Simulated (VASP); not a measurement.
Input of a VASP 6.6.1 run:

Contents of INCAR:

```
PREC = Accurate
ENCUT = 520
EDIFF = 1E-7
ISMEAR = -1
SIGMA = 0.05
LREAL = F
LASPH = T
NELM = 60
ALGO = Normal
ISIF = 2
LWAVE = F
LCHARG = F
GGA = PS
NBANDS = 20
```

Contents of KPOINTS:

```
regular mesh
0
Gamma
  10 10 8
```

POSCAR

```
Ga
1.0
    1.3830000000     -4.0265000000      0.0000000000
    1.3830000000      4.0265000000      0.0000000000
   -0.1174474948      0.0000000000      3.3299294416
Ga
2
Direct
    0.1310000000      0.8690000000      0.7500000000
    0.8690000000      0.1310000000      0.2500000000
```

Potentials or basis: VASP PAW PBE potentials, release 64 (Ga_d).

The run is started by

```sh
$ cat potpaw_PBE.64/Ga_d/POTCAR > POTCAR
$ mpirun -np 1 vasp_std > vasp.out
```

Q: What does it give for the band gap on the k mesh?

A: None (metal or under the smearing width).

Q: Predict the largest force.

A: 0.196 eV/Å.

Q: Estimate the pressure.

A: -1.9 GPa.

Forces on the atoms (eV/Å):
```
Ga   0.000 -0.196  0.000
Ga   0.000  0.196  0.000
```

Caveat: the PAW data sets were made with another functional, which shifts forces and pressure a little.
